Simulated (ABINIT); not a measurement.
## A GW run on AlN (P6_3mc) in ABINIT, with inputs changed

A base run on AlN (P6_3mc), then changed inputs.

Program: ABINIT 10.8.3. Level of theory: PBE and many-body steps on it, plane waves. Results are calculated unless marked as measured.

The database entry behind the starting cell differs from later determinations by our own check (inner coordinate u about 0.002 short), so it need not match the best structure at ambient conditions.

### 1. The structure

Symmetry: P6_3mc, No. 186, hexagonal system. Conventional cell: a = 3.113 Å, b = 3.113 Å, c = 4.981 Å, α = 90.00°, β = 90.00°, γ = 120.00°. Al has 4 N at 1.89 Å nearest. Nearest to N lie 4 Al at 1.89 Å. Farther neighbours and most contacts between anions are not listed.

The cell and positions come from the Crystallography Open Database and are kept as given unless a step says otherwise.

### 2. Screening, 6×6×4 mesh, 182 bands, screening to 228.6 eV

This step: ABINIT 10.8.3; RPA screening on PBE, plane waves, norm-conserving pseudopotentials.

The RPA dielectric matrix is built and inverted for each q.

Contents of run.abi:

```
acell 3*1.0 Angstrom
rprim 
  3.113000000011 -0.000000000003 0.000000000000
  -1.556500000003 2.695937081992 0.000000000000
  0.000000000000 0.000000000000 4.981000000000
ntypat 2
znucl 13 7
natom 4
typat 1 1 2 2
xred 
  0.333333333333 0.666666666667 0.000000000000
  0.666666666667 0.333333333333 0.500000000000
  0.333333333333 0.666666666667 0.380000000000
  0.666666666667 0.333333333333 0.880000000000
pp_dirpath "pseudos"
pseudos "Al.upf, N.upf"
ecut 36
ngkpt 6 6 4
nshiftk 1
shiftk 0 0 0
kptopt 1
chksymbreak 0
istwfk *1
occopt 1
irdwfk 1
optdriver 3
nband 182
ecuteps 8.4
inclvkb 2
awtr 1
symchi 1
indata_prefix "in"
outdata_prefix "out"
tmpdata_prefix "tmp"
```

Run with:

```bash
> OMP_NUM_THREADS=1 mpirun -n 8 abinit run.abi > log
```

The log of the run:

```text
.Version 10.8.3 of ABINIT. v10.8.2 released Aug 2026.

 Symmetries : space group P6_3 m c (#186); Bravais hP (primitive hexag.)
[... echo of the input left out ...]
== DATASET  1 ==================================================================
-   mpi_nproc: 8, omp_nthreads: 1 (-1 if OMP is not activated)

--- !DatasetInfo
iteration_state: {dtset: 1, }
dimensions: {natom: 4, nkpt: 21, mband: 182, nsppol: 1, nspinor: 1, nspden: 1, mpw: 2934, }
cutoff_energies: {ecut:  36.0, pawecutdg:  -1.0, }
electrons: {nelect:   1.60000000E+01, charge:   0.00000000E+00, occopt:   1.00000000E+00, tsmear:   1.00000000E-02, }

 SCREENING: Calculation of the susceptibility and dielectric matrices

 Based on a program developped by R.W. Godby, V. Olevano, G. Onida, and L. Reining.
 Incorporated in ABINIT by V. Olevano, G.-M. Rignanese, and M. Torrent.
.Using double precision arithmetic ; gwpc =  8

[... cell and pseudopotentials left out ...]
--------------------------------------------------------------------------------

 ==== K-mesh for the wavefunctions ====
 Number of points in the irreducible wedge :    21
[... list of points left out ...]
 Together with 12 symmetry operations and time-reversal symmetry
 yields   144 points in the full Brillouin Zone.

 ==== Q-mesh for the screening function ====
 Number of points in the irreducible wedge :    21
[... list of points left out ...]
 Together with 12 symmetry operations and time-reversal symmetry
 yields   144 points in the full Brillouin Zone.

 setmesh: FFT mesh size selected  =    24x   24x   40
          total number of points  =        23040

 vcoul_init : cutoff-mode = AUXILIARY_FUNCTION
 q-points for optical limit:   1
     1)      0.000010    0.000020    0.000030

- screening: taking advantage of time-reversal symmetry
- Maximum band index for partially occupied states nbvw = 8
- Remaining bands to be divided among processors   nbcw = 174
- Number of bands treated by each node ~21

 Number of electrons calculated from density =   16.0000; Expected =   16.0000
 average of density, n =  0.056718
 r_s =    1.6146
 omega_plasma =   22.9728 [eV]

 calculating chi0 at frequencies [eV] :
  1    0.000000E+00    0.000000E+00
  2    0.000000E+00    2.297283E+01

--------------------------------------------------------------------------------
  q-point number  1        q = ( 0.000000, 0.000000, 0.000000) [r.l.u.]
--------------------------------------------------------------------------------
[... chi0 elements left out ...]
 For q-point:  0.000010 0.000020 0.000030
  dielectric constant =   4.2128
  dielectric constant without local fields =   4.6425

  Average fulfillment of the sum rule on Im[epsilon] for q-point    1 :     89.87  [%]
[... wings left out ...]
  q-point number  2        q = ( 0.166667, 0.000000, 0.000000) [r.l.u.]
--------------------------------------------------------------------------------
[... chi0 elements left out ...]
  Average fulfillment of the sum rule on Im[epsilon] for q-point    2 :     94.40  [%]

 [... 19 further q-points ...]
```

Wall time 70 s (8 MPI ranks of AMD EPYC 9R45, shared host); peak memory 2.8 GiB; 9.3 min of CPU time.

Numbers from this step:

| Item | Value |
| --- | --- |
| ε∞ with local fields, on this mesh, along the program's q direction | 4.213 |
| the same without local fields | 4.643 |
| plasma frequency | 22.97 eV |
| plane waves in the screening matrix | 313 |

Local fields lower ε∞ by 9 %.

### 3. Base

The self-energy is evaluated for the states that the input lists, and the levels follow from it, in one-shot runs by the linearised quasiparticle equation.

This step: G0W0 on PBE, plane waves, norm-conserving pseudopotentials.

Changes to run.abi since step 2:

```diff
@@ -25,8 +25,15 @@
 irdwfk 1
-optdriver 3
+optdriver 4
 nband 182
+gwcalctyp 0
+ecutsigx 36
+symsigma 1
+nkptgw 1
+kptgw 
+  0.0000000000 0.0000000000 0.0000000000
+bdgw 
+  6 10
 ecuteps 8.4
-inclvkb 2
-awtr 1
-symchi 1
+irdscr 1
+ppmodel 1
 indata_prefix "in"
```

The log of the run:

```text
.Version 10.8.3 of ABINIT. v10.8.2 released Aug 2026.

 Symmetries : space group P6_3 m c (#186); Bravais hP (primitive hexag.)
[... echo of the input left out ...]
== DATASET  1 ==================================================================
-   mpi_nproc: 8, omp_nthreads: 1 (-1 if OMP is not activated)

--- !DatasetInfo
iteration_state: {dtset: 1, }
dimensions: {natom: 4, nkpt: 21, mband: 182, nsppol: 1, nspinor: 1, nspden: 1, mpw: 2934, }
cutoff_energies: {ecut:  36.0, pawecutdg:  -1.0, }
electrons: {nelect:   1.60000000E+01, charge:   0.00000000E+00, occopt:   1.00000000E+00, tsmear:   1.00000000E-02, }

 SIGMA: Calculation of the GW corrections

 Based on a program developped by R.W. Godby, V. Olevano, G. Onida, and L. Reining.
 Incorporated in ABINIT by V. Olevano, G.-M. Rignanese, and M. Torrent.
.Using double precision arithmetic ; gwpc =  8

[... cell and pseudopotentials left out ...]
--------------------------------------------------------------------------------

 ==== K-mesh for the wavefunctions ====
 Number of points in the irreducible wedge :    21
[... list of points left out ...]
 Together with 12 symmetry operations and time-reversal symmetry
 yields   144 points in the full Brillouin Zone.

 ==== Q-mesh for screening function ====
 Number of points in the irreducible wedge :    21
[... list of points left out ...]
 Together with 12 symmetry operations and time-reversal symmetry
 yields   144 points in the full Brillouin Zone.

 vcoul_init : cutoff-mode = AUXILIARY_FUNCTION
 q-points for optical limit:   1
     1)      0.000010    0.000020    0.000030
 setmesh: FFT mesh size selected  =    27x   27x   54
          total number of points  =        39366

 Number of electrons calculated from density =   16.0000; Expected =   16.0000
 average of density, n =  0.056718
 r_s =    1.6146
 omega_plasma =   22.9728 [eV]

 === KS Band Gaps ===
  >>>> For spin  1
   Minimum direct gap =   4.2205 [eV], located at k-point      :   0.0000  0.0000  0.0000
   Fundamental gap    =   4.2205 [eV], Top of valence bands at :   0.0000  0.0000  0.0000
                                       Bottom of conduction at :   0.0000  0.0000  0.0000
 SIGMA fundamental parameters:
 PLASMON POLE MODEL  1
 number of plane-waves for SigmaX                 2863
 number of plane-waves for SigmaC and W            313
 number of plane-waves for wavefunctions          2863
 number of bands                                   182
 number of independent spin polarizations            1
 number of spinorial components                      1
 number of k-points in IBZ                          21
 number of q-points in IBZ                          21
 number of symmetry operations                      12
 number of k-points in BZ                          144
 number of q-points in BZ                          144
 number of frequencies for dSigma/dE                 9
 frequency step for dSigma/dE [eV]                0.25
 number of omega for Sigma on real axis              0
 max omega for Sigma on real axis  [eV]           0.00
 zcut for avoiding poles [eV]                     0.10

 EPSILON^-1 parameters (SCR file):
 dimension of the eps^-1 matrix on file            313
 dimension of the eps^-1 matrix used               313
 number of plane-waves for wavefunctions          2863
 number of bands                                   182
 number of q-points in IBZ                          21
 number of frequencies                               2
 number of real frequencies                          1
 number of imag frequencies                          1

 matrix elements of self-energy operator (all in [eV])

 Perturbative Calculation

--- !SelfEnergy_ee
iteration_state: {dtset: 1, }
kpoint     : [   0.000,    0.000,    0.000, ]
spin       : 1
KS_gap     :    4.220
QP_gap     :    5.615
Delta_QP_KS:    1.394
data: !SigmaeeData |
     Band     E0 <VxcDFT>   SigX SigC(E0)      Z dSigC/dE  Sig(E)    E-E0       E
        6   5.135 -16.968 -20.992   2.958   0.787  -0.271 -17.807  -0.839   4.296
        7   5.135 -16.968 -20.992   2.958   0.787  -0.271 -17.807  -0.839   4.296
        8   5.314 -17.078 -21.024   2.916   0.787  -0.271 -17.889  -0.811   4.504
        9   9.535 -12.527  -8.048  -3.764   0.817  -0.224 -11.944   0.584  10.118
       10  11.990 -10.836  -5.799  -4.284   0.827  -0.210 -10.214   0.622  12.612

== END DATASET(S) ==============================================================
================================================================================

 -outvars: echo values of variables after computation  --------
           etotal      0.0000000000E+00
            nband         182
             nkpt          21
          spgroup         186
 [... the other variables as echoed above ...]

 Calculation completed.
```

Elapsed: 8.8 s, on 8 MPI ranks; peak memory 2.7 GiB.

This step gave:

```yaml
g0w0_gap_on_the_points_computed: 5.614 eV
starting_gap_on_the_mesh: 4.220 eV
k_of_the_valence_top: 0, 0, 0
k_of_the_conduction_bottom: 0, 0, 0
z_at_the_valence_top: 0.787
z_at_the_conduction_bottom: 0.817
least_direct_g0w0_gap_on_the_computed_points: 5.614 eV
```

The gap on the mesh goes from 4.22 eV to 5.61 eV, a correction of +1.39 eV.

### 4. Coulomb singularity

Changes to run.abi since step 3:

```diff
@@ -38,2 +38,3 @@
 ppmodel 1
+gw_icutcoul 3
 indata_prefix "in"
```

The log of the run:

```text
.Version 10.8.3 of ABINIT. v10.8.2 released Aug 2026.

 Symmetries : space group P6_3 m c (#186); Bravais hP (primitive hexag.)
[... echo of the input left out ...]
== DATASET  1 ==================================================================
-   mpi_nproc: 8, omp_nthreads: 1 (-1 if OMP is not activated)

--- !DatasetInfo
iteration_state: {dtset: 1, }
dimensions: {natom: 4, nkpt: 21, mband: 182, nsppol: 1, nspinor: 1, nspden: 1, mpw: 2934, }
cutoff_energies: {ecut:  36.0, pawecutdg:  -1.0, }
electrons: {nelect:   1.60000000E+01, charge:   0.00000000E+00, occopt:   1.00000000E+00, tsmear:   1.00000000E-02, }

 SIGMA: Calculation of the GW corrections

 Based on a program developped by R.W. Godby, V. Olevano, G. Onida, and L. Reining.
 Incorporated in ABINIT by V. Olevano, G.-M. Rignanese, and M. Torrent.
.Using double precision arithmetic ; gwpc =  8

[... cell and pseudopotentials left out ...]
--------------------------------------------------------------------------------

 ==== K-mesh for the wavefunctions ====
 Number of points in the irreducible wedge :    21
[... list of points left out ...]
 Together with 12 symmetry operations and time-reversal symmetry
 yields   144 points in the full Brillouin Zone.

 ==== Q-mesh for screening function ====
 Number of points in the irreducible wedge :    21
[... list of points left out ...]
 Together with 12 symmetry operations and time-reversal symmetry
 yields   144 points in the full Brillouin Zone.

 vcoul_init : cutoff-mode = CRYSTAL
 q-points for optical limit:   1
     1)      0.000010    0.000020    0.000030
 setmesh: FFT mesh size selected  =    27x   27x   54
          total number of points  =        39366

 Number of electrons calculated from density =   16.0000; Expected =   16.0000
[...]
number of q-points in IBZ                          21
 number of symmetry operations                      12
 number of k-points in BZ                          144
 number of q-points in BZ                          144
 number of frequencies for dSigma/dE                 9
 frequency step for dSigma/dE [eV]                0.25
 number of omega for Sigma on real axis              0
 max omega for Sigma on real axis  [eV]           0.00
 zcut for avoiding poles [eV]                     0.10

 EPSILON^-1 parameters (SCR file):
 dimension of the eps^-1 matrix on file            313
 dimension of the eps^-1 matrix used               313
 number of plane-waves for wavefunctions          2863
 number of bands                                   182
 number of q-points in IBZ                          21
 number of frequencies                               2
 number of real frequencies                          1
 number of imag frequencies                          1

 matrix elements of self-energy operator (all in [eV])

 Perturbative Calculation

--- !SelfEnergy_ee
iteration_state: {dtset: 1, }
kpoint     : [   0.000,    0.000,    0.000, ]
spin       : 1
KS_gap     :    4.220
QP_gap     :    5.562
Delta_QP_KS:    1.342
data: !SigmaeeData |
     Band     E0 <VxcDFT>   SigX SigC(E0)      Z dSigC/dE  Sig(E)    E-E0       E
        6   5.135 -16.968 -20.656   2.829   0.790  -0.265 -17.646  -0.678   4.456
        7   5.135 -16.968 -20.656   2.829   0.790  -0.265 -17.646  -0.678   4.456
        8   5.314 -17.078 -20.687   2.787   0.791  -0.265 -17.728  -0.650   4.664
        9   9.535 -12.527  -8.048  -3.636   0.821  -0.218 -11.835   0.692  10.227
       10  11.990 -10.836  -5.799  -4.156   0.831  -0.204 -10.104   0.732  12.722

== END DATASET(S) ==============================================================
================================================================================

 -outvars: echo values of variables after computation  --------
           etotal      0.0000000000E+00
            nband         182
             nkpt          21
          spgroup         186
 [... the other variables as echoed above ...]

 Calculation completed.
```

The job ended after 8.8 s (8 MPI ranks; peak memory 2.7 GiB; 69 s of CPU time).

This step gave:

- G0W0 gap on the points computed: 5.563 eV
- starting gap on the mesh: 4.220 eV
- k of the valence top: 0, 0, 0
- k of the conduction bottom: 0, 0, 0
- Z at the valence top: 0.791
- Z at the conduction bottom: 0.821
- least direct G0W0 gap on the computed points: 5.563 eV

Against G0W0 in ABINIT (6×6×4 mesh, 182 bands, screening to 228.6 eV, Godby-Needs plasmon pole), the gap moves by −0.051 eV.

### 5. Side by side

Times are wall times on 8 MPI ranks of AMD EPYC 9R45, shared host, good to a factor of about two. A run's time includes the screening step that it read.

```csv
run,mesh,bands,screening cutoff (eV),DFT gap (eV),gap on the mesh (eV),direct (eV),ε∞ used,time
base,6×6×4,182,228.6,4.220,5.614,5.614,4.21,79 s
Coulomb singularity,6×6×4,182,228.6,4.220,5.563,5.563,4.21,79 s
```

### 6. Results

* base: 5.614 eV
* Coulomb singularity: 5.563 eV
* known limits: not at the basis limit

**Reading.** Coulomb singularity: −0.051 eV against base (keys changed: gw_icutcoul). Bands and cutoff are finite, so the gap is not at the basis limit. The miss can reach some tenths of an eV and take either sign; the mesh is an error of its own. In the G0W0 runs levels were corrected at 1 k point alone, so a gap called «on the mesh» is the least over those, and an edge elsewhere would be missed.

[Paths, hosts, dates, memory and timing lines, banners, echoed tables and standing remarks are left out of the program output.]

[Logs are printed without paths, hosts, clocks, repeated set-up lines and the standing remarks that a program may print on its own settings, such as how far it seeks lower states.]

[Runs of the session that timed out or met a known fault of the program may be left out.]

[Hosts, paths, dates, database ids (printed as entryN), source tags and the programs' standing remarks are cut or masked in the printed files.]

[G0W0 gaps are taken among the corrected bands and points alone; a level outside them can change the order at an edge.]

[Where Ansatz stands beside ABINIT at settings called matched, ABINIT's density can come from a denser mesh and the files from another edition; pairs whose starting gaps differed by over 0.03 eV were left out, so agreement reads better than it is.]
